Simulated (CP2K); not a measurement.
**CdSe in CP2K: the effect of functional**

Crystal: CdSe.

```
CELL_PARAMETERS angstrom
4.34202 0.00000 0.00000
2.17101 3.76030 0.00000
2.17101 1.25343 3.54524
ATOMIC_POSITIONS crystal
Cd 0.00000 0.00000 0.00000
Se 0.25000 0.25000 0.25000
```

Measurements of this composition are mostly on another form, of space group No. 186.

Alike in all runs:

| Property | Result |
| --- | --- |
| Program | CP2K 2026.2 |
| Task | atomic charges |
| Potentials or basis | POTENTIAL_UZH Cd GTH-PBE-q12, Se GTH-PBE-q6; TZVP-MOLOPT-PBE-GTH basis |
| Density cutoff | 9184 eV |
| k mesh | 8 × 8 × 8 |
| Occupations | fermi-dirac, width 0.05 eV |
| Spin | no spin polarisation |

Task: One run gave: gap on the mesh 0.47 eV; pressure 1.7 GPa. Which functional did it use?
A. LDA
B. BEEF-vdW
C. PBEsol
D. TASK
E. optB88-vdW

Result: E.

```csv
functional,gap on the mesh (eV),pressure (GPa)
PBE,0.55,1.8
LDA,0.26,-1.6
PBEsol,0.39,-0.4
BEEF-vdW,0.68,2.9
vdW-DF2,0.52,5.6
optB88-vdW,0.47,1.7
TASK,0.96,0.7
```

Caveats: the basis of atomic orbitals isn't converged, which shifts pressures, moduli and gaps; the potentials were made for another functional, which shifts forces and pressure (some runs).

